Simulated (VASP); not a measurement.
# Ni (Fm-3m) in VASP: further runs

The runs below take Ni through relaxation of cell and atoms, with PBE+D3(BJ), PBE+D4, PBE+rVV10, PBE+TS.

Program: VASP 6.6.1. These are calculated values, not measurements. Logs are shortened: lines on timing, memory, paths and dates and some standing lists are left out, and cuts for length are marked.

## 1. The crystal as given

It takes space group Fm-3m (No. 225, cubic). The conventional cell has a = 3.475 Å, b = 3.475 Å, c = 3.475 Å, α = 90.00°, β = 90.00°, γ = 90.00°. Around Ni (site symmetry m-3m) lie 12 Ni at 2.46 Å.

## 2. Relaxation of cell and atoms, PBE+D3(BJ), collinear spin, ferromagnetic start

INCAR

```
PREC = Accurate ; ENCUT = 600
EDIFF = 1E-6 ; ISMEAR = -1
SIGMA = 0.05 ; LREAL = F
LASPH = T ; NELM = 100
ALGO = Normal ; ISIF = 3
LWAVE = F ; LCHARG = F
ISPIN = 2 ; MAGMOM = 1
LORBIT = 11 ; LMAXMIX = 4
GGA = PE ; IVDW = 12
IBRION = 2 ; NSW = 40
EDIFFG = -0.005
```

KPOINTS

```
Automatic mesh
0
Gamma
  13 13 13
```

POSCAR

```
Ni
1.0
    0.0000000000      1.7375729330      1.7375729330
    1.7375729330      0.0000000000      1.7375729330
    1.7375729330      1.7375729330      0.0000000000
Ni
1
Direct
    0.0000000000      0.0000000000      0.0000000000
```

Potentials or basis: VASP PAW PBE potentials, release 64 (Ni).

The run is started by

```bash
$ cat potpaw_PBE.64/Ni/POTCAR > POTCAR
$ mpirun -np 1 vasp_std > vasp.out
```

OUTCAR:

```text
PREC = Accurate
   ENCUT = 600
   EDIFF = 1E-6
   ISMEAR = -1
   LREAL = F
   LASPH = T
   NELM = 100
   ISIF = 3
   ISPIN = 2
   LORBIT = 11
   GGA = PE
   IVDW = 12
   IBRION = 2
   NSW = 40
   EDIFFG = -0.005
 IVDW          = 12

 ion  position               nearest neighbor table
   1  0.000  0.000  0.000-

  LATTYP: Found a face centered cubic cell.
 ALAT       =     3.4751458660

  Lattice vectors:

 A1 = (   0.0000000000,   1.7375729330,   1.7375729330)
 A2 = (   1.7375729330,   0.0000000000,   1.7375729330)
 A3 = (   1.7375729330,   1.7375729330,   0.0000000000)

Analysis of symmetry for initial positions (statically):
=====================================================================
 Subroutine PRICEL returns:
 Original cell was already a primitive cell.

 Routine SETGRP: Setting up the symmetry group for a
 face centered cubic supercell.

 Subroutine GETGRP returns: Found 48 space group operations
 (whereof 48 operations were pure point group operations)
 out of a pool of 48 trial point group operations.

The static configuration has the point symmetry O_h .

Analysis of symmetry for dynamics (positions and initial velocities):
=====================================================================
 Subroutine PRICEL returns:
 Original cell was already a primitive cell.

 Routine SETGRP: Setting up the symmetry group for a
 face centered cubic supercell.

 Subroutine GETGRP returns: Found 48 space group operations
 (whereof 48 operations were pure point group operations)
 out of a pool of 48 trial point group operations.

The dynamic configuration has the point symmetry O_h .

Analysis of structural, dynamic, and magnetic symmetry:
=====================================================================
 Subroutine PRICEL returns:
 Original cell was already a primitive cell.

 Routine SETGRP: Setting up the symmetry group for a
 face centered cubic supercell.

 Subroutine GETGRP returns: Found 48 space group operations
 (whereof 48 operations were pure point group operations)
 out of a pool of 48 trial point group operations.

The overall configuration has the point symmetry O_h .

 Subroutine INISYM returns: Found 48 space group operations
 (whereof 48 operations are pure point group operations),
 and found     1 'primitive' translations

----------------------------------------------------------------------------------------

                                     Primitive cell

  volume of cell :      10.4920

  direct lattice vectors                    reciprocal lattice vectors
     0.000000000  1.737572933  1.737572933    -0.287757705  0.287757705  0.287757705
     1.737572933  0.000000000  1.737572933     0.287757705 -0.287757705  0.287757705
     1.737572933  1.737572933  0.000000000     0.287757705  0.287757705 -0.287757705

  length of vectors
     2.457299207  2.457299207  2.457299207     0.498410966  0.498410966  0.498410966

  position of ions in fractional coordinates (direct lattice)
     0.000000000  0.000000000  0.000000000

  ion indices of the primitive-cell ions
   primitive index   ion index
                 1           1

----------------------------------------------------------------------------------------

 KPOINTS: Automatic mesh

Automatic generation of k-mesh.
 Grid dimensions read from file:
 generate k-points for:   13   13   13

 Generating k-lattice:

  Cartesian coordinates                     Fractional coordinates (reciprocal lattice)
    -0.022135208  0.022135208  0.022135208     0.076923077  0.000000000  0.000000000
     0.022135208 -0.022135208  0.022135208     0.000000000  0.076923077  0.000000000
     0.022135208  0.022135208 -0.022135208     0.000000000  0.000000000  0.076923077

  Length of vectors
     0.038339305  0.038339305  0.038339305

  Shift w.r.t. Gamma in fractional coordinates (k-lattice)
     0.000000000  0.000000000  0.000000000

 Subroutine IBZKPT returns following result:
 ===========================================

 Found     84 irreducible k-points:

 Following reciprocal coordinates:
            Coordinates               Weight
  0.000000  0.000000  0.000000      1.000000
  0.076923  0.000000  0.000000      8.000000
  0.153846  0.000000  0.000000      8.000000
  0.230769  0.000000  0.000000      8.000000
  0.307692  0.000000  0.000000      8.000000
  0.384615  0.000000  0.000000      8.000000
[... 16 lines left out ...]
  0.384615  0.153846  0.000000     24.000000
  0.461538  0.153846  0.000000     24.000000
 [... further k-points ...]
   k-points           NKPTS =     84   k-points in BZ     NKDIM =     84   number of bands    NBANDS=     10
   number of dos      NEDOS =    301   number of ions     NIONS =      1
   total plane-waves  NPLWV =   8000
   dimension x,y,z NGX =    20 NGY =   20 NGZ =   20
   dimension x,y,z NGXF=    40 NGYF=   40 NGZF=   40
   ions per type =               1
   NGX,Y,Z   is equivalent  to a cutoff of  13.53, 13.53, 13.53 a.u.
   NGXF,Y,Z  is equivalent  to a cutoff of  27.06, 27.06, 27.06 a.u.
 SYSTEM =  unknown system
   PREC   = accura    normal or accurate (medium, high low for compatibility)
   ISTART =      0    job   : 0-new  1-cont  2-samecut
   ICHARG =      2    charge: 1-file 2-atom 10-const
   ISPIN  =      2    spin polarized calculation?
   LNONCOLLINEAR =      F non collinear calculations
   LSORBIT =      F    spin-orbit coupling
   LASPH  =      T    aspherical Exc in radial PAW
   ENCUT  =  600.0 eV  44.10 Ry    6.64 a.u.   4.91  4.91  4.91*2*pi/ulx,y,z
   NELM   =    100;   NELMIN=  2; NELMDL= -5     # of ELM steps
   EDIFF  = 0.1E-05   stopping-criterion for ELM
   LREAL  =      F    real-space projection
   EDIFFG = -.5E-02   stopping-criterion for IOM
   NSW    =     40    number of steps for IOM
   IBRION =      2    ionic relax: 0-MD 1-quasi-New 2-CG
   NFREE  =      1    steps in history (QN), initial steepest desc. (CG)
   ISIF   =      3    stress and relaxation
   ISYM   =      2    0-nonsym 1-usesym 2-fastsym
   POTIM  = 0.5000    time-step for ionic-motion
   TEBEG  =    0.0;   TEEND  =   0.0 temperature during run
   PSTRESS=    0.0 pullay stress
   NELECT =      10.0000    total number of electrons
   NUPDOWN=      -1.0000    fix difference up-down
   EMIN   =  10.00;   EMAX   =-10.00  energy-range for DOS
   EFERMI =   0.00;   METHOD = LEGACY
   ISMEAR =    -1;   SIGMA  =   0.05  broadening in eV -4-tet -1-fermi 0-gaus
   EFERMI_NEDOS =   21; number of points for ismear=-14 and -15
   IALGO  =     38    algorithm
   IMIX   =      4    mixing-type and parameters
     AMIX     =   0.40;   BMIX     =  1.00
     AMIX_MAG =   1.60;   BMIX_MAG =  1.00
  volume/ion in A,a.u.               =      10.49        70.80
  Fermi-wavevector in a.u.,A,eV,Ry     =   1.611097  3.044533 35.315755  2.595635
  Thomas-Fermi vector in A             =   2.706542
   LORBIT       =     11    0 simple, 1 ext, 2 COOP (PROOUT), +10 PAW based schemes
   GGA     = PE    functional components
   LHFCALC =     F    Hartree Fock is set to
   AEXX    =    0.0000 exact exchange contribution
   IVDW    =    12    specifies the selected vdW correction
   LEPSILON=     F    determine dielectric tensor
   LRPA    =     F    only Hartree local field effects (RPA)
 conjugate gradient relaxation of ions
 spin polarized calculation
  energy-cutoff  :      600.00
  volume of cell :       10.49
 maximum number of plane-waves:       365
   NGX =  9   NGY =  9   NGZ =  9

--------------------------------------- Ionic step        1  -------------------------------------------

 number of electron      10.0000000 magnetization       1.0000000

 number of electron       9.9999999 magnetization       0.6225094

 Free energy of the ion-electron system (eV)
  ---------------------------------------------------
  ext. energy  EPLUGINS =         0.00000000
  ---------------------------------------------------
  free energy    TOTEN  =        -5.47037382 eV

  energy without entropy =       -5.45766275  energy(sigma->0) =       -5.46401828

------------------------ aborting loop because EDIFF is reached ----------------------------------------

 Edisp (eV)   -0.48034

 E8    (eV) :    -0.2077

  FORCE on cell =-STRESS in cart. coord.  units (eV):
  Direction    XX          YY          ZZ          XY          YZ          ZX
  --------------------------------------------------------------------------------------
  -------------------------------------------------------------------------------------
  Total       0.02131     0.02131     0.02131     0.00000     0.00000    -0.00000
  in kB       3.25374     3.25374     3.25374     0.00000     0.00000    -0.00000
  external pressure =        3.25 kB  Pullay stress =        0.00 kB
[... 59 lines left out ...]
  energy  without entropy=       -5.9379354990  energy(sigma->0) =       -5.94431746

--------------------------------------- Ionic step        3  -------------------------------------------

 number of electron      10.0000000 magnetization       0.6231626

 Free energy of the ion-electron system (eV)
  ---------------------------------------------------
  ext. energy  EPLUGINS =         0.00000000
  ---------------------------------------------------
  free energy    TOTEN  =        -5.47100186 eV

  energy without entropy =       -5.45826925  energy(sigma->0) =       -5.46463555

 E-fermi :   9.8841     XC(G=0): -13.4636

 val. band max:        9.8826834078   @ k =   0.3846   0.3846   0.0000
 cond. band min:       9.9027121377   @ k =  -0.3846   0.3077   0.0000
 fundamental gap:      0.0200287299
 Fermi energy:         9.8840511600

 spin component 1

 k-point     1 :       0.0000    0.0000    0.0000
  band No.  band energies     occupation
      1       0.6217      1.00000
      2       7.3593      1.00000
      3       7.3593      1.00000
      4       7.3593      1.00000
      5       8.5944      1.00000
      6       8.5944      1.00000
      7      33.8979      0.00000
      8      38.0376      0.00000
      9      38.0376      0.00000
     10      38.0376      0.00000
[... 287 lines left out ...]
 k-point    24 :       0.4615    0.1538    0.0000
  band No.  band energies     occupation
      1       5.2130      1.00000
      2       6.9401      1.00000
      3       7.3829      1.00000
      4       7.7858      1.00000
      5       9.3152      0.99999
      6      10.7531      0.00000
      7      18.0269      0.00000
      8      29.0656      0.00000
      9      30.8378      0.00000
     10      32.9996      0.00000

 [... further k-points ...]

 spin component 2

 k-point     1 :       0.0000    0.0000    0.0000
  band No.  band energies     occupation
      1       0.5951      1.00000
      2       8.1058      1.00000
      3       8.1058      1.00000
      4       8.1058      1.00000
      5       9.1760      1.00000
      6       9.1760      1.00000
      7      33.7515      0.00000
      8      38.0197      0.00000
      9      38.0197      0.00000
     10      38.0197      0.00000
[... 331 lines left out ...]
  FREE ENERGIE OF THE ION-ELECTRON SYSTEM (eV)
  ---------------------------------------------------
  free  energy   TOTEN  =        -5.9507227862 eV

  energy  without entropy=       -5.9379901697  energy(sigma->0) =       -5.94435648

 reached required accuracy - stopping structural energy minimisation

 total charge

# of ion       s       p       d       tot
------------------------------------------
    1        0.513   0.530   8.332   9.374

 magnetization (x)

# of ion       s       p       d       tot
------------------------------------------
    1       -0.006  -0.024   0.661   0.631
```

Wall time 24 s (1 thread of Intel Xeon Platinum 8488C (Sapphire Rapids), shared host); peak memory 0.15 GiB.

What came out:

* Free energy: -5.9507 eV
* Relaxed volume: 10.51 Å³/atom
* Relaxed cell: a = 2.458 Å, b = 2.458 Å, c = 2.458 Å, α = 60.00°, β = 60.00°, γ = 60.00°
* Space group after relaxing (to 0.05 Å): Fm-3m (No. 225)
* Energy gained by relaxing: 0.0 meV/atom
* Ionic steps: 3
* Pressure after relaxing: 0.0 GPa
* Band gap on the k mesh: none (metal or under the smearing width)
* Net moment: 0.62 μB per cell
* Site moments: Ni +0.63 μB
* Valence electrons inside the program's atomic spheres: Ni 9.37
* Dispersion energy per atom: -0.480 eV

Final structure:
```yaml
crystal:
  lattice:
    - [0.00000, 1.73830, 1.73830]
    - [1.73830, 0.00000, 1.73830]
    - [1.73830, 1.73830, 0.00000]
  atoms:
    - { symbol: Ni, position: [0.00000, 0.00000, 0.00000] }
```

Levels at points of the mesh, in eV from the Fermi level:
Spin up:
| k point | band 1 | band 2 | band 3 | band 4 | band 5 | band 6 | band 7 | band 8 | band 9 | band 10 |
| --- | --- | --- | --- | --- | --- | --- | --- | --- | --- | --- |
| (0.00, 0.00, 0.00) | -9.26 | -2.52 | -2.52 | -2.52 | -1.29 | -1.29 | 24.01 | 28.15 | 28.15 | 28.15 |
Spin down:
| k point | band 3 | band 4 | band 5 | band 6 | band 7 | band 8 |
| --- | --- | --- | --- | --- | --- | --- |
| (0.00, 0.00, 0.00) | -1.78 | -1.78 | -0.71 | -0.71 | 23.87 | 28.14 |

Caveat: pairwise dispersion overbinds metals, which lowers pressure and volume.

(Part 1 of 2 ends here.)
